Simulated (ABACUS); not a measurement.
Wanted: an ASE script for an ABACUS 3.10.1 run.

| Item | Value |
| --- | --- |
| Task | single point |
| Functional | PW91 |
| Potentials or basis | PseudoDojo NC SR 0.5 PBE standard |
| Cutoff | 1116 eV |
| Density cutoff | 4463 eV |
| Basis | plane waves |
| k mesh | 9 × 9 × 9 |
| Occupations | fermi-dirac, width 0.05 eV |
| Spin | no spin polarisation |
| Radial cutoff of the potentials (pseudo_rcut) | 10 bohr |
| SCF threshold on the density | 1e-08 |
| Max SCF steps | 100 |
| Eigensolver | dav |
| Mixing | broyden |
| Mixing share | 0.7 |
| Symmetry key | 1 |
| Bands | 17 |

The structure of Nb lies in Nb.xyz:

```xyz
1
Lattice="-1.6639500000 1.6639500000 1.6639500000 1.6639500000 -1.6639500000 1.6639500000 1.6639500000 1.6639500000 -1.6639500000" Properties=species:S:1:pos:R:3 pbc="T T T"
Nb     0.0000000000      0.0000000000      0.0000000000
```

The input as run:

run_abacus.py

```python
"""ABACUS run from a structure file: ASE reads it, the script writes STRU, KPT and INPUT."""
import re
import subprocess
from ase.io import read
from ase.units import Bohr

atoms = read("Nb.xyz")
atoms = atoms[(-atoms.numbers).argsort(kind="stable")]  # ABACUS lists atoms element by element
pseudo = {'Nb': 'Nb.upf'}
orbital = {}
magmoms = None
kmesh = [9, 9, 9]
params = {
    'suffix': 'Nb',
    'calculation': 'scf',
    'basis_type': 'pw',
    'pseudo_dir': './',
    'symmetry': 1,
    'dft_functional': 'GGA_X_PW91+GGA_C_PW91',
    'ecutwfc': 82,
    'pseudo_rcut': 10,
    'nspin': 1,
    'nbands': 17,
    'ks_solver': 'dav',
    'smearing_method': 'fd',
    'smearing_sigma': 0.00367493,
    'scf_thr': 1e-08,
    'scf_nmax': 100,
    'mixing_type': 'broyden',
    'mixing_beta': 0.7,
    'cal_force': 1,
    'cal_stress': 1,
    'out_chg': 1,
    'kpar': 4,
}

symbols = atoms.get_chemical_symbols()
elements = list(dict.fromkeys(symbols))
lines = ["ATOMIC_SPECIES"] + [f"{e} {atoms.get_masses()[symbols.index(e)]:.4f} {pseudo[e]}" for e in elements]
if orbital:
    lines += ["", "NUMERICAL_ORBITAL"] + [orbital[e] for e in elements]
lines += ["", "LATTICE_CONSTANT", f"{1 / Bohr:.10f}", "", "LATTICE_VECTORS"]
lines += [" ".join(f"{x:.10f}" for x in v) for v in atoms.cell]
lines += ["", "ATOMIC_POSITIONS", "Direct"]
for e in elements:
    lines += ["", e, "0.0", str(symbols.count(e))]
    for i, p in enumerate(atoms.get_scaled_positions(wrap=False)):
        if symbols[i] == e:
            mag = "" if magmoms is None else " mag " + " ".join(str(x) for x in (magmoms[i] if isinstance(magmoms[i], list) else [magmoms[i]]))
            lines.append(" ".join(f"{x:.10f}" for x in p) + " 1 1 1" + mag)
open("STRU", "w").write("\n".join(lines) + "\n")
open("KPT", "w").write("K_POINTS\n0\nGamma\n%d %d %d 0 0 0\n" % tuple(kmesh))
open("INPUT", "w").write("INPUT_PARAMETERS\n" + "".join(f"{k:<20s}{v}\n" for k, v in params.items()))

done = subprocess.run(['mpirun', '-np', '4', 'abacus'])
if done.returncode:
    raise SystemExit(done.returncode)
log = open("OUT.Nb/running_scf.log").read()
print("final energy (eV):", re.findall(r"FINAL_ETOT_IS (\S+)", log))
```

Potentials or basis: PseudoDojo NC SR 0.5 PBE standard, plane waves.

The run is started by

```console
$ OMP_NUM_THREADS=1 python run_abacus.py > log
```

Results of the run:

```yaml
Pressure: -2.9 GPa
Band_gap_on_the_k_mesh: none (metal or under the smearing width)
```

Caveat: the potentials were made for another functional, which shifts forces and pressure.

Run time: 6.4 s on 4 MPI ranks on AMD EPYC 7R43 64-Core Processor (Zen 3), on a shared host, peak memory 0.32 GiB a rank.
